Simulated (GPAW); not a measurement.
TiSe:

```
Se Ti
1.0
     4.17836    0.00000    0.00000
     0.00000    4.17836    0.00000
     0.00000    0.00000    5.98442
Se Ti
2 2
Direct
  0.00000 0.50000 0.76056
  0.50000 0.00000 0.23944
  0.00000 0.00000 0.00000
  0.50000 0.50000 0.00000
```

The cell comes from a database or a generator and needn't be the stable form of this composition.

Base run:

| Property | Result |
| --- | --- |
| Program | GPAW 26.7.0 |
| Functional | PBEsol |
| Potentials or basis | PAW data sets generated in the run's folder for this functional |
| Cutoff | 600 eV |
| Basis | pw |
| k mesh | 6 × 6 × 4 |
| Occupations | fermi-dirac, width 0.05 eV |
| Spin | no spin polarisation |
| Hubbard terms | Ti d U = 1 eV |

Its results: pressure -2.4 GPa; largest force 0.163 eV/Å.

Question: The run is repeated on the same cell with these changes: hubbard terms from Ti d U = 1 eV to Ti d U = 2 eV. What comes out?

Answer: Pressure -1.9 GPa; largest force 0.068 eV/Å.

Caveats: this functional lacks dispersion, which binds the layers, so the pressure and a relaxed spacing across them are unreliable; U without spin polarisation on a metal has little footing.
